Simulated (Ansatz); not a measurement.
# Sb as a host for H

All numbers below come from DFT PBE, scalar-relativistic, plane waves, PAW in Ansatz.

Cutoff 420 eV; k points 12×8×8 on the computed 2-atom cell (Γ-centred); Gaussian smearing, width 0.10 eV; no spin polarisation for the host; each changed cell takes a mesh and smearing chosen by its own gap and starts from the host's moments or customary ones, or runs without spin. Cells and atoms are relaxed to the nearest stationary point that keeps the symmetry of their start (forces under 0.02 to 0.04 eV/Å, stress under 0.1 to 0.2 GPa); energies are at zero smearing, without zero-point or thermal terms.

Relaxed host (gap on the mesh 0 eV):

```
CELL_PARAMETERS angstrom
3.09196 0.00000 0.01391
0.00000 4.40304 0.00000
-0.01890 0.00000 4.40811
ATOMIC_POSITIONS crystal
Sb 0.99997 0.75000 0.75020
Sb 0.00003 0.25000 0.24980
```

Cases: (1) 2 H in a 1×1×1 repeat of the cell, at (0.500 0.750 0.250), (0.500 0.250 0.750) in fractions of that repeat, 2.69 Å from the nearest atom of the relaxed host.

The table gives the energy per H taken from half an H2 molecule (negative: uptake is favourable), the swelling and the final surroundings.

```json
{"case": "1", "formula": "SbH", "energy per H (eV)": "0.98", "ΔV (%)": "+19.6", "principal strains (%)": "+57.3 -7.9 -17.4", "nearest host atoms of the first H": "2 (Sb) from 2.05 Å", "gap (eV)": "0"}
```

Each ion keeps what symmetry its start has, so a lower place off a symmetric site can be missed, above all for H.

Relaxed structure of case 1:

```xyz
4
Lattice="4.8652 0.0000 0.0222 0.0000 3.6360 0.0000 -0.0176 0.0000 4.0584" Properties=species:S:1:pos:R:3 pbc="T T T"
Sb    4.0391    2.7270    3.0621
Sb    0.8084    0.9090    1.0185
H     1.7542    2.7270    1.0225
H     3.0934    0.9090    3.0581
```

This form of Sb (P4/mmm) lies 0.05 eV/atom over the element's standard state.

Spin-orbit coupling is left out. In SbH a bond of the host changes by more than 0.6 Å or the volume by a third: the framework has rearranged or swollen or shrunk strongly, and the figure may no longer describe a topotactic step.

Cost: 2 runs of about 3.7 core-minutes in all, on Intel Xeon Platinum 8488C (Sapphire Rapids) (shared hosts).